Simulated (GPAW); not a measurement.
# PbS (Galena) (Fm-3m) in GPAW: a series of runs

Aim: see how the results for PbS (Galena) move with the level of theory and the settings. Levels: PBE, BLYP. Tasks: single point, relaxation of cell and atoms.

Program: GPAW 26.7.0. These are calculated values, not measurements. Logs are shortened: lines on timing, memory, paths and dates and some standing lists are left out, and cuts for length are marked. The log counts tension as positive stress, the text compression.

## Step 1: The structure

Symmetry: Fm-3m, No. 225, cubic system. The conventional cell has a = 5.931 Å, b = 5.931 Å, c = 5.931 Å, α = 90.00°, β = 90.00°, γ = 90.00°. Pb (site symmetry m-3m) has 6 S at 2.97 Å as nearest neighbours. Around S (site symmetry m-3m) lie 6 Pb at 2.97 Å.

## Step 2: Single point, PBE

run.py reads:

```python
import spglib
from ase import Atoms
from ase.dft.bandgap import bandgap
from ase.io import read, write
from ase.units import GPa
from gpaw import GPAW, PW

atoms = read('PbS.cif')
cell, positions, numbers = spglib.find_primitive(
    (atoms.cell[:], atoms.get_scaled_positions(), atoms.numbers), symprec=1e-4)
atoms = Atoms(numbers, cell=cell, scaled_positions=positions, pbc=True)

calc = GPAW(mode=PW(450),
            xc='PBE',
            kpts={'size': (6, 6, 6), 'gamma': True},
            occupations={'name': 'fermi-dirac', 'width': 0.05},
            nbands=19,
            convergence={'density': 1e-05, 'energy': 1e-05},
            maxiter=80,
            txt='gpaw.txt')
atoms.calc = calc
energy = atoms.get_potential_energy()
forces = atoms.get_forces()
stress = atoms.get_stress()
calc.write('gs.gpw')
write('result.traj', atoms)
print(f'Energy: {energy:.6f} eV')
print('Forces (eV/A):')
print(forces.round(4))
print('Stress (GPa):', (stress / GPa).round(3))
print('Fermi level:', round(calc.get_fermi_level(), 4), 'eV')
print(f'Gap: {bandgap(calc)[0]:.4f} eV, direct: {bandgap(calc, direct=True)[0]:.4f} eV')
```

PbS.cif reads:

```cif
data_PbS
_cell_length_a 5.93150000
_cell_length_b 5.93150000
_cell_length_c 5.93150000
_cell_angle_alpha 90.00000000
_cell_angle_beta 90.00000000
_cell_angle_gamma 90.00000000
_space_group_name_H-M_alt 'Fm-3m'
_space_group_name_Hall '-F 4 2 3'
_space_group_IT_number 225
loop_
_space_group_symop_operation_xyz
'x,y,z'
'-x,-y,-z'
'-y,x,z'
'y,-x,-z'
'-x,-y,z'
'x,y,-z'
'y,-x,z'
'-y,x,-z'
'x,-y,-z'
'-x,y,z'
'-y,-x,-z'
'y,x,z'
'-x,y,-z'
'x,-y,z'
'y,x,-z'
'-y,-x,z'
'z,x,y'
'-z,-x,-y'
'z,-y,x'
'-z,y,-x'
'z,-x,-y'
'-z,x,y'
'z,y,-x'
'-z,-y,x'
'-z,x,-y'
'z,-x,y'
'-z,-y,-x'
'z,y,x'
'-z,-x,y'
'z,x,-y'
'-z,y,x'
'z,-y,-x'
'y,z,x'
'-y,-z,-x'
'x,z,-y'
'-x,-z,y'
'-y,z,-x'
'y,-z,x'
'-x,z,y'
'x,-z,-y'
'-y,-z,x'
'y,z,-x'
'-x,-z,-y'
'x,z,y'
'y,-z,-x'
'-y,z,x'
'x,-z,y'
'-x,z,-y'
'x,y+1/2,z+1/2'
'-x,-y+1/2,-z+1/2'
'-y,x+1/2,z+1/2'
'y,-x+1/2,-z+1/2'
[... 63 lines left out ...]
'-z+1/2,y,-x+1/2'
'z+1/2,-x,-y+1/2'
'-z+1/2,x,y+1/2'
'z+1/2,y,-x+1/2'
'-z+1/2,-y,x+1/2'
'-z+1/2,x,-y+1/2'
'z+1/2,-x,y+1/2'
'-z+1/2,-y,-x+1/2'
'z+1/2,y,x+1/2'
'-z+1/2,-x,y+1/2'
'z+1/2,x,-y+1/2'
'-z+1/2,y,x+1/2'
'z+1/2,-y,-x+1/2'
'y+1/2,z,x+1/2'
'-y+1/2,-z,-x+1/2'
'x+1/2,z,-y+1/2'
'-x+1/2,-z,y+1/2'
'-y+1/2,z,-x+1/2'
'y+1/2,-z,x+1/2'
'-x+1/2,z,y+1/2'
'x+1/2,-z,-y+1/2'
'-y+1/2,-z,x+1/2'
'y+1/2,z,-x+1/2'
'-x+1/2,-z,-y+1/2'
'x+1/2,z,y+1/2'
'y+1/2,-z,-x+1/2'
'-y+1/2,z,x+1/2'
'x+1/2,-z,y+1/2'
'-x+1/2,z,-y+1/2'
'x+1/2,y+1/2,z'
'-x+1/2,-y+1/2,-z'
'-y+1/2,x+1/2,z'
'y+1/2,-x+1/2,-z'
'-x+1/2,-y+1/2,z'
'x+1/2,y+1/2,-z'
'y+1/2,-x+1/2,z'
'-y+1/2,x+1/2,-z'
'x+1/2,-y+1/2,-z'
'-x+1/2,y+1/2,z'
'-y+1/2,-x+1/2,-z'
'y+1/2,x+1/2,z'
'-x+1/2,y+1/2,-z'
'x+1/2,-y+1/2,z'
'y+1/2,x+1/2,-z'
'-y+1/2,-x+1/2,z'
'z+1/2,x+1/2,y'
'-z+1/2,-x+1/2,-y'
'z+1/2,-y+1/2,x'
'-z+1/2,y+1/2,-x'
'z+1/2,-x+1/2,-y'
'-z+1/2,x+1/2,y'
'z+1/2,y+1/2,-x'
'-z+1/2,-y+1/2,x'
'-z+1/2,x+1/2,-y'
'z+1/2,-x+1/2,y'
'-z+1/2,-y+1/2,-x'
'z+1/2,y+1/2,x'
'-z+1/2,-x+1/2,y'
'z+1/2,x+1/2,-y'
'-z+1/2,y+1/2,x'
'z+1/2,-y+1/2,-x'
'y+1/2,z+1/2,x'
'-y+1/2,-z+1/2,-x'
'x+1/2,z+1/2,-y'
'-x+1/2,-z+1/2,y'
'-y+1/2,z+1/2,-x'
'y+1/2,-z+1/2,x'
'-x+1/2,z+1/2,y'
'x+1/2,-z+1/2,-y'
'-y+1/2,-z+1/2,x'
'y+1/2,z+1/2,-x'
'-x+1/2,-z+1/2,-y'
'x+1/2,z+1/2,y'
'y+1/2,-z+1/2,-x'
'-y+1/2,z+1/2,x'
'x+1/2,-z+1/2,y'
'-x+1/2,z+1/2,-y'
loop_
_atom_site_label
_atom_site_type_symbol
_atom_site_symmetry_multiplicity
_atom_site_Wyckoff_symbol
_atom_site_fract_x
_atom_site_fract_y
_atom_site_fract_z
_atom_site_occupancy
Pb1 Pb 4 a 0.0000000000 0.0000000000 0.0000000000 1
S1 S 4 b 0.5000000000 0.0000000000 0.0000000000 1
```

Potentials or basis: GPAW PAW data sets (gpaw-data 1.2.1), pw.

On the command line:

```console
$ OMP_NUM_THREADS=1 python run.py
```

gpaw.txt:

```text
__  _  _
 | _ |_)|_||  |
 |__||  | ||/\| - 26.7.0

Input parameters:
  mode=PW(ecut=450.00000000000006),
  convergence={'density': 1e-05, 'energy': 1e-05},
  kpts=MonkhorstPack(size=(6, 6, 6), gamma=True),
  maxiter=80,
  nbands=19,
  occupations=Occupations(name='fermi-dirac', width=0.05),
  xc=XC(name='PBE')

Diagonalizing LCAO Hamiltonian
Converting LCAO to pw mode

                S

       Pb

Atoms  # Å, Bohr magnetons
|   | symbol |        x |        y |        z |    initial magnetic moments |
|---|--------|----------|----------|----------|-----------------------------|
| 0 |     Pb | 0.000000 | 0.000000 | 0.000000 | ( 0.0000,  0.0000,  0.0000) |
| 1 |      S | 2.965750 | 2.965750 | 2.965750 | ( 0.0000,  0.0000,  0.0000) |

Unit cell  # Å
| periodic |        x |        y |        z |  lengths |    angles |
|----------|----------|----------|----------|----------|-----------|
|      yes | 0.000000 | 2.965750 | 2.965750 | 4.194204 | 60.000000 |
|      yes | 2.965750 | 0.000000 | 2.965750 | 4.194204 | 60.000000 |
|      yes | 2.965750 | 2.965750 | 0.000000 | 4.194204 | 60.000000 |

Number of symmetries: 48
Symmetry operations  # r_c * U_cc + t_c -> r_c
|    | kind |            matrix            |
|----|------|------------------------------|
|  0 |  σ   |  1, 0, 0,  1, 0,-1,  1,-1, 0 |
|  1 |  C2  |  1, 0, 0,  1,-1, 0,  1, 0,-1 |
|  2 |  E   |  1, 0, 0,  0, 1, 0,  0, 0, 1 |
|  3 |  σ   |  1, 0, 0,  0, 0, 1,  0, 1, 0 |
|  4 |  C4  |  1, 0,-1,  1, 0, 0,  1,-1, 0 |
|  5 |  S6  |  1, 0,-1,  1,-1, 0,  1, 0, 0 |
|  6 |  σ   |  1, 0,-1,  0, 1,-1,  0, 0,-1 |
|  7 |  C3  |  1, 0,-1,  0, 0,-1,  0, 1,-1 |
|  8 |  S6  |  1,-1, 0,  1, 0, 0,  1, 0,-1 |
|  9 |  C4  |  1,-1, 0,  1, 0,-1,  1, 0, 0 |
| 10 |  C3  |  1,-1, 0,  0,-1, 1,  0,-1, 0 |
| 11 |  σ   |  1,-1, 0,  0,-1, 0,  0,-1, 1 |
| 12 |  σ   |  0, 1, 0,  1, 0, 0,  0, 0, 1 |
| 13 |  C4  |  0, 1, 0,  0, 1,-1, -1, 1, 0 |
| 14 |  C3  |  0, 1, 0,  0, 0, 1,  1, 0, 0 |
| 15 |  S6  |  0, 1, 0, -1, 1, 0,  0, 1,-1 |
| 16 |  C2  |  0, 1,-1,  1, 0,-1,  0, 0,-1 |
| 17 |  σ   |  0, 1,-1,  0, 1, 0, -1, 1, 0 |
| 18 |  S4  |  0, 1,-1,  0, 0,-1,  1, 0,-1 |
| 19 |  C4  |  0, 1,-1, -1, 1, 0,  0, 1, 0 |
| 20 |  C3  |  0, 0, 1,  1, 0, 0,  0, 1, 0 |
| 21 |  σ   |  0, 0, 1,  0, 1, 0,  1, 0, 0 |
| 22 |  S6  |  0, 0, 1,  0,-1, 1, -1, 0, 1 |
| 23 |  C4  |  0, 0, 1, -1, 0, 1,  0,-1, 1 |
| 24 |  S4  |  0, 0,-1,  1, 0,-1,  0, 1,-1 |
| 25 |  C3  |  0, 0,-1,  0, 1,-1,  1, 0,-1 |
| 26 |  C2  |  0, 0,-1,  0,-1, 0, -1, 0, 0 |
| 27 |  S6  |  0, 0,-1, -1, 0, 0,  0,-1, 0 |
| 28 |  S4  |  0,-1, 1,  1,-1, 0,  0,-1, 0 |
| 29 |  C4  |  0,-1, 1,  0, 0, 1, -1, 0, 1 |
| 30 |  C2  |  0,-1, 1,  0,-1, 0,  1,-1, 0 |
| 31 |  σ   |  0,-1, 1, -1, 0, 1,  0, 0, 1 |
| 32 |  C3  |  0,-1, 0,  1,-1, 0,  0,-1, 1 |
| 33 |  S6  |  0,-1, 0,  0, 0,-1, -1, 0, 0 |
| 34 |  S4  |  0,-1, 0,  0,-1, 1,  1,-1, 0 |
| 35 |  C2  |  0,-1, 0, -1, 0, 0,  0, 0,-1 |
| 36 |  C2  | -1, 1, 0,  0, 1, 0,  0, 1,-1 |
| 37 |  S6  | -1, 1, 0,  0, 1,-1,  0, 1, 0 |
| 38 |  S4  | -1, 1, 0, -1, 0, 1, -1, 0, 0 |
| 39 |  C3  | -1, 1, 0, -1, 0, 0, -1, 0, 1 |
| 40 |  S6  | -1, 0, 1,  0, 0, 1,  0,-1, 1 |
| 41 |  C2  | -1, 0, 1,  0,-1, 1,  0, 0, 1 |
| 42 |  C3  | -1, 0, 1, -1, 1, 0, -1, 0, 0 |
| 43 |  S4  | -1, 0, 1, -1, 0, 0, -1, 1, 0 |
| 44 |  C2  | -1, 0, 0,  0, 0,-1,  0,-1, 0 |
| 45 |  i   | -1, 0, 0,  0,-1, 0,  0, 0,-1 |
| 46 |  σ   | -1, 0, 0, -1, 1, 0, -1, 0, 1 |
| 47 |  C2  | -1, 0, 0, -1, 0, 1, -1, 1, 0 |

BZ-sampling:
  Number of BZ points: 216
  Number of IBZ points: 16

  Monkhorst-Pack size: [6, 6, 6]
  Monkhorst-Pack shift: [0.08333333333333333, 0.08333333333333333, 0.08333333333333333]

K-points  # in reciprocal-cell coordinates
|     |                                coordinates |     weight |
|-----|--------------------------------------------|------------|
|   0 | (  0.00000000,   0.00000000,   0.00000000) | 0.00462963 |
|   1 | (  0.16666667,   0.16666667,   0.00000000) | 0.02777778 |
|   2 | (  0.16666667,   0.16666667,   0.16666667) | 0.03703704 |
|   3 | (  0.33333333,   0.16666667,   0.16666667) | 0.05555556 |
|   4 | (  0.33333333,   0.33333333,  -0.33333333) | 0.05555556 |
|   5 | (  0.33333333,   0.33333333,   0.00000000) | 0.02777778 |
|   6 | (  0.33333333,   0.33333333,   0.16666667) | 0.11111111 |
|   7 | (  0.33333333,   0.33333333,   0.33333333) | 0.03703704 |
|   8 | (  0.50000000,   0.33333333,  -0.33333333) | 0.11111111 |
|   9 | (  0.50000000,   0.33333333,  -0.16666667) | 0.05555556 |
| ... |                                            |            |
|  15 | (  0.50000000,   0.50000000,   0.50000000) | 0.01851852 |

Plane wave coefficients: 1158
Cutoff: 450.00000000000006 eV

Spin-components: 1 (collinear spins)
Bands:           19
Projectors:      11
Spin-degeneracy: 2
Datatype:        complex128

Density:
  Valence electrons: 20.0
  Components: 1
  Grid points: [21 21 21]
  Charge: 0.0  # |e|

Potential:
  Grid points: [21 21 21]

species:
  Pb:
    name:    Lead
    Z:       82.0
    valence: 14
    core:    68
    charge:  0.0  # [|e|]
    compensation charges:
      type: gauss
      rc: 0.38  # [Å]
      lmax: 2
    cutoffs:
      filter: 2.36  # [Å]
      core: 2.43  # [Å]
    projectors
    | kind |    occ | energy [eV] | rcut [Å] |
    |------|--------|-------------|----------|
    |   6s |  2.000 |     -11.969 |    1.259 |
    |   6p |  2.000 |      -3.506 |    1.275 |
    |   5d | 10.000 |     -21.211 |    1.217 |
    |    s |        |      15.243 |    1.259 |
    |    p |        |      23.705 |    1.275 |
    |    d |        |       6.001 |    1.217 |

    Using partial waves for Pb as LCAO basis

  S:
    name:    Sulfur
    Z:       16.0
    valence: 6
    core:    10
    charge:  0.0  # [|e|]
    compensation charges:
      type: gauss
      rc: 0.24  # [Å]
      lmax: 2
    cutoffs:
      filter: 1.77  # [Å]
      core: 1.66  # [Å]
    projectors
    | kind |    occ | energy [eV] | rcut [Å] |
    |------|--------|-------------|----------|
    |   3s |  2.000 |     -17.254 |    0.974 |
    |   3p |  4.000 |      -7.008 |    0.979 |
    |    s |        |       9.957 |    0.974 |
    |    p |        |      20.203 |    0.979 |
    |    d |        |       0.000 |    0.900 |

    Using partial waves for S as LCAO basis

Reference energy: -578132.083262  # eV

eigensolver:
  PPCG
  Converge bands: occupied
  niter=2

density mixing:
  MSR1-Mixer
  Pratt-step length: 0.05
  Maximum mixing coefficient: 0.75
  Old densities: 10
  SVD Regularization: 0.005
  Good broyden scale: 1.0
  Trust region scale: 1.0
  Backstep threshold: 4.0
  History deletion threshold: 6.0
  Fourier metric: weight=20.0, sigma=0.015

occupation numbers:
  Fermi-Dirac:
    width: 0.0500  # eV

poisson solver:
  ecut: 3600.0000000000005  # eV

xc functional:
  name: PBE with 2 nearest neighbor stencil

convergence criteria:
- Maximum integral of absolute [dens]ity change: 1e-05 electrons / valence electron
- Maximum [total energy] change in last 3 cyles: 1e-05 eV / valence electron
- Maximum integral of absolute [eigenst]ate change: 4e-08 eV^2 / valence electron
maximum number of iterations: 80

SCF iterations
|iter     | |      energy | eigst |  dens |
|---------|-|-------------|-------|-------|
|iter:   1| |   -9.377999 | -0.20 |       |
|iter:   2| |   -9.269492 | -2.03 | -1.16 |
|iter:   3| |   -8.943024 | -1.64 | -1.21 |
|iter:   4| |   -8.945059 | -3.81 | -1.82 |
|iter:   5| |   -8.946117 | -4.29 | -2.16 |
|iter:   6| |   -8.946156 | -5.65 | -3.16 |
|iter:   7| |   -8.946163c| -6.69 | -3.63 |
|iter:   8| |   -8.946163c| -7.68c| -4.46 |
|iter:   9| |   -8.946163c| -7.70c| -5.19c|

Converged in 9 steps
Energy contributions relative to reference atoms: (reference = -578132.083262)

Energy contributions:
  Kinetic:          18.836478
  Coulomb:         -19.166162
  Zero:              0.032596
  External:          0.000000
  Xc:               -8.648751
  Entropy:          -0.000648
  Spinorbit:         0.000000
  ----------------------------
  Free energy:      -8.946487
  Extrapolated:     -8.946163

dipole moment: (-25.075979, -25.075979, -25.075979)  # |e|*Ang

Fermi level: 6.425
Eigenvalues  # (at kpt = [0.000, 0.000, 0.000])
| band index |      eig [eV] | occ [0-2] |
|------------|---------------|-----------|
|          0 |       -10.578 |     2.000 |
|        ... |               |           |
|          2 |       -10.578 |     2.000 |
|          3 |       -10.569 |     2.000 |
|          4 |       -10.569 |     2.000 |
|          5 |        -7.359 |     2.000 |
|          6 |         0.258 |     2.000 |
|          7 |         4.048 |     2.000 |
[... 9 lines left out ...]
|         17 |        15.284 |     0.000 |
|         18 |        15.284 |     0.000 |

Gap: 0.312 eV
Transition (v -> c):
  (s=0, k=15, n=9, [0.50, 0.50, 0.50]) -> (s=0, k=15, n=10, [0.50, 0.50, 0.50])
No difference between direct/indirect transitions

Forces  # eV/Ang
|       x |        y |        z |
|---------|----------|----------|
| 0.00000 | -0.00000 | -0.00000 |  # Pb   0
| 0.00000 | -0.00000 | -0.00000 |  # S    1

Stress tensor  # eV/Ang^3
|         x |         y |         z |
|-----------|-----------|-----------|
| -0.008458 |  0.000000 |  0.000000 |
|  0.000000 | -0.008458 |  0.000000 |
|  0.000000 |  0.000000 | -0.008458 |

# Writing to gs.gpw (mode='')
```

Run time: 9 s. Hardware: 1 thread of Arm Neoverse V1, shared host; peak memory 0.14 GiB.

What came out:

```yaml
Free_energy: -8.9465 eV
Pressure: 1.4 GPa
Band_gap_on_the_k_mesh: 0.31 eV, direct
```

Caveat: the cutoff is short for stress and forces, so pressures can be off by a GPa or more; spin-orbit coupling is left out, which as a rule narrows the gap of such compounds by several tenths of an eV. A k mesh can miss the band edges.

## Step 3: Relaxation of cell and atoms, BLYP

run.py reads:

```python
from ase.filters import FrechetCellFilter
from ase.io import read, write
from ase.optimize import FIRE
from gpaw import GPAW, PW, setup_paths

setup_paths.insert(0, '.')

atoms = read('PbS.xyz')

calc = GPAW(mode=PW(600),
            xc='BLYP',
            kpts={'size': (8, 8, 8), 'gamma': True},
            occupations={'name': 'fermi-dirac', 'width': 0.05},
            nbands=19,
            convergence={'density': 1e-05, 'forces': 0.0001},
            eigensolver='davidson',
            maxiter=150,
            txt='gpaw.txt')
atoms.calc = calc
opt = FIRE(FrechetCellFilter(atoms), trajectory='relax.traj', logfile='-')
done = opt.run(fmax=0.05, steps=100)
calc.write('gs.gpw')
write('result.traj', atoms)
print('Converged:', done)
print('Cell:', atoms.cell.cellpar().round(4))
print('Volume:', round(atoms.get_volume(), 4))
print(atoms.get_scaled_positions().round(5))
```

PbS.xyz reads:

```xyz
2
Lattice="0.0000000000 2.9657500000 2.9657500000 2.9657500000 0.0000000000 2.9657500000 2.9657500000 2.9657500000 0.0000000000" Properties=species:S:1:pos:R:3 pbc="T T T"
Pb     0.0000000000      0.0000000000      0.0000000000
S      2.9657500000      2.9657500000      2.9657500000
```

Potentials or basis: PAW data sets generated in the run's folder for this functional, pw.

On the command line:

```console
$ gpaw-setup -f BLYP Pb S
$ OMP_NUM_THREADS=1 python run.py
```

It took 4.4 min on 1 thread of Arm Neoverse N1, shared host; peak memory 0.3 GiB.

It converged, with:

* Free energy: -7.9520 eV
* Relaxed volume: 28.93 Å³/atom
* Relaxed cell: a = 4.341 Å, b = 4.341 Å, c = 4.341 Å, α = 60.00°, β = 60.00°, γ = 60.00°
* Space group after relaxing (to 0.05 Å): Fm-3m (No. 225)
* Energy gained by relaxing: 44.8 meV/atom
* Ionic steps: 11
* Pressure after relaxing: -0.2 GPa
* Band gap on the k mesh: 0.74 eV, direct

Step by step:
```csv
step,energy change (eV),largest force (eV/Å),pressure (GPa),volume (Å³)
1,0.0000,0.0000,5.68,52.17
2,-0.0239,0.0000,4.74,52.90
3,-0.0581,0.0000,3.13,54.27
4,-0.0836,0.0000,1.26,56.12
5,-0.0888,0.0000,-0.50,58.23
6,-0.0888,0.0000,-0.49,58.21
7,-0.0889,0.0000,-0.46,58.17
8,-0.0891,0.0000,-0.42,58.11
9,-0.0892,0.0000,-0.36,58.04
10,-0.0894,0.0000,-0.29,57.95
11,-0.0895,0.0000,-0.21,57.85
```

Final structure:
```
Pb S
1.0
     0.00000    3.06973    3.06973
     3.06973    0.00000    3.06973
     3.06973    3.06973    0.00000
Pb S
1 1
Cartesian
  0.0000 0.0000 0.0000
  3.0697 3.0697 3.0697
```

Levels at points of the mesh, in eV from the valence-band top:
```
           k point  band 6  band 7  band 8  band 9  band 10  band 11  band 12  band 13  band 14  band 15
(0.00, 0.00, 0.00)  -12.63   -6.21   -1.59   -1.59    -1.59     4.84     4.84     4.84     7.22     7.22
(0.50, 0.50, 0.00)  -11.37   -7.08   -4.19   -2.69    -2.69     4.66     5.26     5.26     5.28    11.14
(0.50, 0.50, 0.50)  -11.64   -8.26   -1.25   -1.25     0.00     0.74     2.18     2.18     8.93    10.40
```

Caveat: later steps reuse the first step's grids; spin-orbit coupling is left out, which as a rule narrows the gap of such compounds by several tenths of an eV; the volume moved by +11 % from the deposited cell, more than functionals usually miss.
